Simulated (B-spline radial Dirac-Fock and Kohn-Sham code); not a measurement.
## Lℓ (L3-M1) energies across the elements Mn to Tc

Calculated with a radial B-spline solver, using ΔSCF Dirac-Fock with Breit, self-energy and vacuum polarisation, finite nucleus, configuration average. Free neutral atoms. Correlation and solid-state effects are left out.

The screening constant σ is defined by E = 0.1389·Ry·(Z − σ)², the hydrogen-like form of Moseley's law.

```
 Z  element  computed (eV)  tabulated (eV)     √E     σ
25       Mn          552.9           556.4  23.51  7.89
26       Fe          612.4           615.2  24.75  8.00
27       Co          674.7           677.9  25.97  8.10
28       Ni          739.8           742.9  27.20  8.21
30       Zn              ?               ?      ?     ?
31       Ga          954.0           957.3  30.89  8.53
32       Ge         1032.9          1036.7  32.14  8.62
33       As         1115.4          1119.6  33.40  8.71
36       Kr         1383.5          1382.8  37.20  8.94
37       Rb         1479.9          1482.3  38.47  9.02
38       Sr         1579.7          1582.1  39.75  9.09
40       Zr         1789.9          1792.0  42.31  9.22
41       Nb         1900.1          1902.1  43.59  9.29
42       Mo         2013.7          2015.6  44.87  9.36
43       Tc         2130.6          2132.9  46.16  9.42
```

Q: Estimate the missing row, Zn.

A: Computed 878.6 eV, tabulated 883.8 eV, √E = 29.64, σ = 8.44.

Tabulated energies: xraylib 4.2 line table, elements in their standard states.
